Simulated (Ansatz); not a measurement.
ZnSiP2: response to strain

Consider ZnSiP$_{2}$ in the chalcopyrite structure (space group I-42d, No. 122; a = 5.3531 Å, c = 10.4452 Å).

Strains are applied to the cell and any free atomic positions relax.

Calculations: PBEsol/PAW in Ansatz (a quantum-chemistry and plane-wave program), without spin-orbit coupling.

Notes on the quantities. energy relative to the base: free energy F; pressure: mean of the normal stresses, compression positive.

```tsv
change	energy relative to the base	volume per atom	pressure	electron mass
base	0 meV/atom	18.71 Å³	0.0 kbar	1.4 mₑ along c, 0.25 mₑ across (at Γ)
isotropic strain −3.00 %	+49 meV/atom	17.07 Å³	103.6 kbar	1.3 mₑ along c, 0.23 mₑ across (at Γ)
isotropic strain −2.25 %	+27 meV/atom	17.47 Å³	73.6 kbar	1.3 mₑ along c, 0.24 mₑ across (at Γ)
isotropic strain −1.50 %	?	17.88 Å³	?	1.3 mₑ along c, 0.24 mₑ across (at Γ)
isotropic strain −0.75 %	+2.8 meV/atom	18.29 Å³	22.0 kbar	1.4 mₑ along c, 0.24 mₑ across (at Γ)
```

Some entries are withheld; estimate them.


- isotropic strain −1.50 %, energy relative to the base: +12 meV/atom
- isotropic strain −1.50 %, pressure: 46.5 kbar

The levels and masses belong to the bands next to the band gap. Effective masses come from finite differences of ±0.01 Å⁻¹. Stability against distortions was not tested.
